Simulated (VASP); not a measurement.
Set up this calculation in VASP 6.6.1, as the native input.

| Item | Value |
| --- | --- |
| Task | single point |
| Functional | PBEsol |
| Potentials or basis | VASP PAW PBE potentials, release 64 (Li_sv) |
| Cutoff | 520 eV |
| k mesh | 3 × 3 × 3 |
| Occupations | fermi-dirac, width 0.16 eV |
| Spin | no spin polarisation |
| Dipole correction | no |
| Further INCAR settings | ALGO = Normal; EDIFF = 1e-06; NBANDS = 38 |

The structure of Li lies in POSCAR:

```
Li
1.0
    6.9800000000      0.0000000000      0.0000000000
    0.0000000000      6.9800000000      0.0000000000
    0.0000000000      0.0000000000      6.9800000000
Li
16
Direct
   -0.0092263610     -0.0783237822     -0.0297994269
    0.4694985673     -0.0220057307     -0.0162750716
   -0.1191117479      0.5608022923     -0.0546131805
    0.0430229226     -0.0491547278      0.5099140401
    0.1842979943      0.2554441261      0.2520630372
    0.5194126074      0.4878796562      0.0003008596
    0.3824498567     -0.0498567335      0.5368767908
    0.7416618911      0.2366475645      0.1951432665
    0.0428939828      0.4242693410      0.5219054441
    0.1747421203      0.7283954155      0.1962893983
    0.2087106017      0.2331661891      0.8048567335
    0.4129942693      0.3796275072      0.4383667622
    0.7924355301      0.7289828080      0.3405444126
    0.6786246418      0.1479369628      0.6199283668
    0.2951146132      0.7318481375      0.8248137536
    0.6887535817      0.7596991404      0.7092120344
```

The cell was built by a generator and needn't be a form met in nature.

One way to write it, as run:

INCAR

```
PREC     = Accurate       # precision mode
ENCUT    = 520            # plane-wave cutoff, eV
EDIFF    = 1E-6           # SCF threshold, eV
ISMEAR   = -1             # smearing method
SIGMA    = 0.16           # smearing width, eV
LREAL    = F              # projectors in reciprocal space
LASPH    = T              # aspherical terms in the spheres
NELM     = 80             # most SCF steps
ALGO     = Normal         # electronic algorithm
ISIF     = 2              # what is computed and relaxed
LWAVE    = F              # write WAVECAR
LCHARG   = F              # write CHGCAR
GGA      = PS             # functional
NBANDS   = 38             # bands
```

KPOINTS

```
Automatic mesh
0
Gamma
  3 3 3
```

Potentials or basis: VASP PAW PBE potentials, release 64 (Li_sv).

Launch:

```bash
$ cat potpaw_PBE.64/Li_sv/POTCAR > POTCAR
$ mpirun -np 1 vasp_std > vasp.out
```

Results of the run:

```
Largest force          : 1.377 eV/Å
Band gap on the k mesh : none (metal or under the smearing width)
```

Caveat: the PAW data sets were made with another functional, which shifts forces and pressure a little.

It took 2.1 min on 1 thread of Intel(R) Xeon(R) Platinum 8488C (Sapphire Rapids) (shared host), peak memory 0.41 GiB.
